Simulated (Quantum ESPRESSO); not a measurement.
KBr:

```
Br K
1.0
     0.00000    3.30000    3.30000
     3.30000    0.00000    3.30000
     3.30000    3.30000    0.00000
Br K
1 1
Cartesian
  3.3000 3.3000 3.3000
  0.0000 0.0000 0.0000
```

Base run:

```yaml
Program: Quantum ESPRESSO 7.5
Functional: PBE
Potentials_or_basis: PseudoDojo 0.4.1 SR PBE standard
Cutoff: 1007 eV
Density_cutoff: 4027 eV
k_mesh: 6 × 6 × 6, shifted
Occupations: fermi-dirac, width 0.05 eV
Spin: no spin polarisation
```

Its results: pressure 0.7 GPa; electronic dielectric tensor (diagonal) 2.55.

Question: The run is repeated on the same cell with these changes: functional from PBE to WC. What comes out?

Answer: Pressure -0.1 GPa; electronic dielectric tensor (diagonal) 2.59.

WC binds more tightly than PBE, so the same cell stands under less pressure.

Caveats: the potentials were made for another functional, which shifts forces and pressure (some runs).
